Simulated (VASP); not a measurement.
Consider the following.

```
CELL_PARAMETERS angstrom
      0.00000     3.10355     3.10355
      3.10355     0.00000     3.10355
      3.10355     3.10355     0.00000
ATOMIC_POSITIONS crystal
  Zn 0.00000 0.00000 0.00000
  Te 0.25000 0.25000 0.25000
```

Level of theory: r2SCAN+rVV10, VASP's PBE PAW potentials (set 64) (plane waves; VASP 6.6.1). Numerical set-up: 520 eV cut-off, 8×8×8 Γ-centred mesh, Gaussian smearing of 0.050 eV, potentials Zn Te.

Unless said otherwise, spin-orbit coupling is left out, though it shifts the bands of the heavy elements here.

**Question.** Estimate the energy per atom (σ→0), pressure, band gap (on the k-mesh) with the smallest direct gap where there is one.

**Answer.** 
The band gap (on the k-mesh) is 1.54 eV and the smallest direct gap (on the k-mesh) comes out as 1.54 eV. The energy per atom (σ→0) is -17.425 eV/atom and the pressure is -2.65 GPa.

Only differences to runs with the same potentials and settings are physical.

The compound is ZnTe in the zinc blende structure. This cell is one point of a volume scan, at 1.06 of the reference volume.
